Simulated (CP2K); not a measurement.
Crystal: InAs.

```
In As
1.0
     4.26810    0.00000    0.00000
     2.13405    3.69628    0.00000
     2.13405    1.23209    3.48489
In As
1 1
Direct
  0.00000 0.00000 0.00000
  0.75000 0.75000 0.75000
```

Base run:

- Program: CP2K 2026.2
- Functional: vdW-DF2
- Potentials or basis: POTENTIAL_UZH In GTH-PBE-q13, As GTH-PBE-q5; TZVP-MOLOPT-PBE-GTH basis
- Density cutoff: 9184 eV
- k mesh: 8 × 8 × 8
- Occupations: fermi-dirac, width 0.05 eV
- Spin: no spin polarisation

Its results: band gap on the k mesh none (metal or under the smearing width); pressure 9.0 GPa.

Task: After a change of settings the same cell gave: band gap on the k mesh none (metal or under the smearing width); pressure 4.8 GPa. Which change was it?
A. functional from vdW-DF2 to LDA
B. functional from vdW-DF2 to r2SCAN
C. functional from vdW-DF2 to vdW-DF-cx
D. functional from vdW-DF2 to PBE

Result: D.

Caveats: the basis of atomic orbitals isn't converged, which shifts pressures, moduli and gaps; the potentials were made for another functional, which shifts forces and pressure (some runs).

Not every run made on this cell is shown here.
